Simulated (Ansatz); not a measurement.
**BN: the crystal squeezed far**

The task here is to estimate one member of a computed series from the others.

Program: Ansatz 0.2.0. Level of theory: DFT, LDA, PAW with Ansatz's default frozen-core files, scalar-relativistic. These are calculated values, not measurements.

1 further run of the same task is left out (it didn't finish).

## The structure to begin with

The structure is cubic, space group Fm-3m (No. 225). The conventional cell has a = 4.309 Å, b = 4.309 Å, c = 4.309 Å, α = 90.00°, β = 90.00°, γ = 90.00°. Around B (site symmetry m-3m) lie 6 N at 2.15 Å. N (site symmetry m-3m) has 6 B at 2.15 Å as nearest neighbours.

Structure file:

```xyz
2
Lattice="0.0000 2.1544 2.1544 2.1544 0.0000 2.1544 2.1544 2.1544 0.0000" Properties=species:S:1:pos:R:3 pbc="T T T"
B     0.0000    0.0000    0.0000
N     2.1544    2.1544    2.1544
```

Whether this phase is the stable one at these pressures isn't tested.

Atoms are numbered in the order of the input: B1, N2.

The first run:

input.yaml reads:

```yaml
crystal:
  lattice:
    - [0.0, 2.15443469, 2.15443469]
    - [2.15443469, 0.0, 2.15443469]
    - [2.15443469, 2.15443469, 0.0]
  atoms:
    - { symbol: B, position: [0.0, 0.0, 0.0] }
    - { symbol: "N", position: [0.5, 0.5, 0.5] }
kpoints:
  mp_grid: { grid: [15, 15, 15] }
scf:
  occupations: { method: fermi_dirac, width: 0.05 }
hamiltonian:
  xc: lda
  pseudopotentials: { kind: paw }
output:
  forces: true
  stress: true
relax:
  f_tol: 0.005
  max_steps: 40
  cell: {}
```

Run with:

```
$ ansatz run input.yaml --threads 1 --pin off --max-ram 2048MiB --backend cpu --events-out ev --progress --plain --runs-dir out
```

Among the steps run: Cell relaxed at zero pressure, PAW; Volume scaled by 1, PAW; Volume scaled by 0.94, PAW; Volume scaled by 0.88, PAW; Volume scaled by 0.8, PAW; Volume scaled by 0.72, PAW; Volume scaled by 0.64, PAW; Volume scaled by 0.55, PAW; Volume scaled by 0.55, PAW (partial_waves polarizable).

One table of the session follows, with a row left open; its other results are not shown here.

 The rows PAW, 0.55 and PAW (partial_waves polarizable), 0.55 agree to the last digit and may rest on the same set-up.

```
                         method  volume over the first  volume (Å³/atom)  pressure (GPa)  gap on the k mesh (eV)
                            PAW                      1             5.175            0.00                    1.64
                            PAW                   0.94             4.865           28.97                    2.13
                            PAW                   0.88                 ?               ?                       ?
                            PAW                    0.8             4.140          141.29                    3.56
                            PAW                   0.72             3.726          252.30                    4.58
                            PAW                   0.64             3.312          423.90                    5.57
                            PAW                   0.55             2.846          742.73                    6.63
PAW (partial_waves polarizable)                   0.55             2.846          742.73                    6.63
```

Q: Estimate the row for PAW, 0.88 from the others.

As computed: volume (Å³/atom): 4.554; pressure (GPa): 67.79; gap on the k mesh (eV): 2.69. In the column «volume (Å³/atom)» it lies between PAW, 0.8 (4.140) and PAW, 0.94 (4.865).
